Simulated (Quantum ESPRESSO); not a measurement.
A run of Quantum ESPRESSO 7.5 is set up as follows.

The input scf.in:

```
&CONTROL
  calculation = 'scf'
  prefix = 'pwscf'
  outdir = './tmp'
  pseudo_dir = './pseudo'
/
&SYSTEM
  ibrav = 0
  A = 3.42946789
  nat = 2
  ntyp = 2
  ecutwfc = 88
  nbnd = 10
  occupations = 'smearing'
  smearing = 'fd'
  degauss = 0.00367493
  force_symmorphic = .true.
/
&ELECTRONS
  conv_thr = 4d-10
  electron_maxstep = 120
  mixing_beta = 0.5
/
ATOMIC_SPECIES
S     32.0600 S.upf
Be     9.0122 Be.upf
CELL_PARAMETERS alat
   0.0000000000    0.7071067809    0.7071067809
   0.7071067809    0.0000000000    0.7071067809
   0.7071067809    0.7071067809    0.0000000000
ATOMIC_POSITIONS alat
S      1.0606601714    1.0606601714    1.0606601714
Be     0.0000000000    0.0000000000    0.0000000000
K_POINTS automatic
20 20 20 0 0 0
```

The input nscf.in:

```
&CONTROL
  calculation = 'nscf'
  prefix = 'pwscf'
  outdir = './tmp'
  pseudo_dir = './pseudo'
/
&SYSTEM
  ibrav = 0
  A = 3.42946789
  nat = 2
  ntyp = 2
  ecutwfc = 88
  nbnd = 35
  occupations = 'fixed'
  force_symmorphic = .true.
/
&ELECTRONS
  conv_thr = 1d-08
  diago_full_acc = .true.
  diago_thr_init = 1d-06
/
ATOMIC_SPECIES
S     32.0600 S.upf
Be     9.0122 Be.upf
CELL_PARAMETERS alat
   0.0000000000    0.7071067809    0.7071067809
   0.7071067809    0.0000000000    0.7071067809
   0.7071067809    0.7071067809    0.0000000000
ATOMIC_POSITIONS alat
S      1.0606601714    1.0606601714    1.0606601714
Be     0.0000000000    0.0000000000    0.0000000000
K_POINTS automatic
20 20 20 0 0 0
```

Potentials or basis: PseudoDojo 0.4.1 SR PBE standard.

Run with:

```bash
$ OMP_NUM_THREADS=1 pw.x -in scf.in > scf.out
$ OMP_NUM_THREADS=1 pw.x -in nscf.in > nscf.out
```

Problem. Predict the band gap on the k mesh, mean-field level.

Solution. 3.11 eV, indirect (least direct gap 5.64 eV).

A k mesh can miss the band edges. A hybrid or GW would open this gap; PBE tends to underestimate it.
